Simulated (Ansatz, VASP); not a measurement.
**Rb: VASP beside Ansatz**

INCAR

```
PREC = Accurate
ENCUT = 520
EDIFF = 1E-6
ISMEAR = -1
SIGMA = 0.08
LREAL = False
LASPH = True
NELM = 100
ALGO = Normal
ISIF = 2
LWAVE = False
LCHARG = False
GGA = CA
NBANDS = 16
```

Contents of KPOINTS:

```
Automatic mesh
0
Gamma
  7 7 7
```

POSCAR

```
Rb
1.0
    0.0000000000      3.6183095309      3.6183095309
    3.6183095309      0.0000000000      3.6183095309
    3.6183095309      3.6183095309      0.0000000000
Rb
2
Direct
   -0.1250000000     -0.1250000000     -0.1250000000
    0.1250000000      0.1250000000      0.1250000000
```

Input for Ansatz:

```yaml
crystal:
  lattice:
    - [0.0, 3.6183095309, 3.6183095309]
    - [3.6183095309, 0.0, 3.6183095309]
    - [3.6183095309, 3.6183095309, 0.0]
  atoms:
    - { symbol: Rb, position: [-0.125, -0.125, -0.125] }
    - { symbol: Rb, position: [0.125, 0.125, 0.125] }
kpoints:
  mp_grid: { grid: [7, 7, 7] }
scf:
  occupations: { method: fermi_dirac, width: 0.08 }
hamiltonian:
  xc: lda
  pseudopotentials: { kind: all_electron, datasets: crystal }
output:
  forces: true
  stress: true
  eigenvalues: true
```

Change from the starting cell: volume scaled by 0.4, crystal datasets.

Alike in both runs: task single point; functional LDA; k mesh 7 × 7 × 7; occupations fermi-dirac, width 0.08 eV; no spin polarisation.

|  | VASP | Ansatz |
| --- | --- | --- |
| version | VASP 6.6.1 | Ansatz 0.2.0 |
| potentials or method | VASP PAW LDA potentials, release 64 (Rb_sv) | all-electron PAW with datasets made for the crystal, scalar-relativistic |
| plane-wave cutoff (eV) | 520 | see its input |

Ansatz gave:

* pressure (GPa): 4.3

Q: What did VASP give for the same quantities?

A: Pressure (GPa): 4.4.

Ansatz ran all-electron here, so the differences hold the error of VASP's frozen core and of both bases.

Caveats: an odd mesh through Γ misses points on the zone boundary, where band edges often lie.
